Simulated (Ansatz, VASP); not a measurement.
One calculation of BAs, two programs

```xyz
2
Lattice="0.0000 2.3885 2.3885 2.3885 0.0000 2.3885 2.3885 2.3885 0.0000" Properties=species:S:1:pos:R:3 pbc="T T T"
As    3.5827    3.5827    3.5827
B     0.0000    0.0000    0.0000
```

Alike in both runs: functional PBEsol; k mesh 10 × 10 × 10; collinear spin.

|  | VASP | Ansatz |
| --- | --- | --- |
| version | VASP 6.6.1 | Ansatz 0.2.0 |
| potentials or method | VASP PAW PBE potentials, release 64 (As, B), cutoff 520 eV | all-electron LAPW, non-relativistic |
| occupations | methfessel-paxton of order 1, width 0.1 eV | cold, width 0.1 eV |
| task | single point | projected density of states |

```csv
,VASP,Ansatz,Ansatz less VASP
gap on the k mesh at the Fermi level (eV),1.08,1.11,+0.036
least direct gap on the mesh (eV),3.24,3.24,-0.003
pressure (GPa),0.1,-0.4,-0.43
net moment per atom (μB),0.00,0.00,0.000
```

Ansatz ran all-electron here, so the differences hold the error of VASP's frozen core and of both bases.

Caveats: the PAW data sets were made with another functional, which shifts forces and pressure a little (VASP); relativity is left out, which matters for the heavier elements (Ansatz); the density of states is complete only up to the lowest level of the last band computed (Ansatz); the starting moments weren't kept (Ansatz). A k mesh can miss the band edges. As with any semilocal functional, this PBEsol gap is likely too small.
